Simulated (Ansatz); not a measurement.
## Relaxing carbon (diamond)

The calculation used DFT, PBEsol, plane waves (420 eV) with PAW, scalar-relativistic (Ansatz). The PAW files were generated under PBE, with cores re-solved for the functional.

k-point mesh 8×8×8, Fermi-Dirac smearing 0.05 eV, no spin polarisation. Cell and atoms relax.

Starting structure:

```yaml
crystal:
  lattice:
    - [0.00000, 1.78340, 1.78340]
    - [1.78340, 0.00000, 1.78340]
    - [1.78340, 1.78340, 0.00000]
  atoms:
    - { symbol: C, position: [0.50000, 0.50000, 0.50000] }
    - { symbol: C, position: [0.75000, 0.75000, 0.75000] }
```

Q: What cell does the relaxation end in?

A: Fd-3m with a = 3.554 Å; 5.61 Å³ per atom against 5.67 at the start (-1.1 %).

Q: How much energy does the relaxation gain?

A: 0.9 meV per atom.

Path of the relaxation (the plane waves are chosen anew near the end, which can shift the energy a little):

```csv
step,E − E(final) (meV/atom),V (Å³/atom),P (GPa),max force (eV/Å)
0,0.92,5.672,-4.82,0.000
1,-0.10,5.635,-1.85,0.000
2,-0.39,5.612,0.02,0.000
3,0.01,5.612,-0.09,0.000
4,0.00,5.611,0.00,0.000
5,0.00,5.611,0.00,0.000
```
